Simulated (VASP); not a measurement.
Input of a VASP 6.6.1 run:

Contents of INCAR:

```
SYSTEM = P
ALGO = Normal
EDIFF = 1E-7
EDIFFG = -0.002
ENCUT = 520
GGA = PS
IBRION = 2
ISIF = 3
ISMEAR = 0
LASPH = .True.
LCHARG = .False.
LREAL = .False.
LWAVE = .False.
NELM = 100
NSW = 80
PREC = Accurate
PSTRESS = 74.0
SIGMA = 0.02
```

The input KPOINTS:

```
k-points
0
Gamma
  12 12 12
  0 0 0
```

The input POSCAR:

```
P                                       
1.0
    1.6900431602      0.9757468768      2.7551606020
   -1.6900431602      0.9757468768      2.7551606020
   -0.0000000000     -1.9514937402      2.7551606007
  P             
     2
Direct
     0.2414202526457792    0.2414202526457792    0.2414202526488571
     0.7585797473542207    0.7585797473542207    0.7585797473511429
```

Potentials or basis: VASP PAW PBE potentials, release 64 (P).

The run is started by

```sh
$ cat potpaw_PBE.64/P/POTCAR > POTCAR
$ mpirun -np 1 vasp_std > vasp.out
```

(1) What does it give for the relaxed cell?

(2) Estimate the space group after relaxing (to 0.05 Å).

(3) Estimate the relaxed volume.

(4) Estimate the band gap on the k mesh.

Results:

(1) a = 3.376 Å, b = 3.376 Å, c = 3.376 Å, α = 60.08°, β = 60.08°, γ = 60.08°.

(2) R-3m (No. 166).

(3) 13.63 Å³/atom.

(4) none (metal or under the smearing width).

Caveat: the cell is relaxed towards a set pressure, so the enthalpy falls and the energy may rise; the PAW data sets were made with another functional, which shifts forces and pressure a little.
